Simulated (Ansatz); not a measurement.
**Zn (P6_3/mmc), clamped-ion strain scan**

Theory: Ansatz 0.2.0, DFT PBE, scalar-relativistic, plane waves, PAW. The runs took a 420 eV cutoff, a Γ-centred 24×24×10 mesh and Gaussian smearing (0.15 eV). No spin polarisation. Energies are free energies at this smearing, counted from the undisturbed cell; pressure is positive in compression.

Reference structure (as given, not relaxed at this level; it stands at -0.4 GPa):

```
CELL_PARAMETERS angstrom
2.66480 0.00000 0.00000
-1.33240 2.30778 0.00000
0.00000 0.00000 4.94670
ATOMIC_POSITIONS crystal
Zn 0.33333 0.66667 0.25000
Zn 0.66667 0.33333 0.75000
```

The cell is strained by ε times the Voigt pattern (0, 1, 0, 0, 0, 0) (xx, yy, zz, yz, xz, xy; engineering shear) with fractional coordinates fixed. The cell is metallic on the mesh throughout.

| ε | ΔE (meV/atom) | stress summed along the pattern (GPa, tension positive) | pressure (GPa) |
| --- | --- | --- | --- |
| -0.0600 | 29.3 | ? | ? |
| -0.0450 | 14.6 | -8.44 | 4.3 |
| -0.0300 | 5.1 | -4.95 | 2.5 |
| -0.0150 | 0.4 | -1.75 | 1.0 |
| 0.0000 | 0.0 | 1.08 | -0.4 |
| 0.0150 | ? | 3.04 | ? |
| 0.0300 | 8.2 | 4.13 | -2.4 |
| 0.0450 | 14.6 | 4.80 | -3.1 |
| 0.0525 | ? | ? | -3.5 |
| 0.0600 | 21.9 | 5.45 | -3.8 |

Question: Give the withheld values.

Answer: stress summed along the pattern (GPa, tension positive) at ε = -0.0600: -12.15; pressure (GPa) at ε = -0.0600: 6.2; ΔE (meV/atom) at ε = 0.0150: 3.1; pressure (GPa) at ε = 0.0150: -1.5; ΔE (meV/atom) at ε = 0.0525: 18.2; stress summed along the pattern (GPa, tension positive) at ε = 0.0525: 5.14.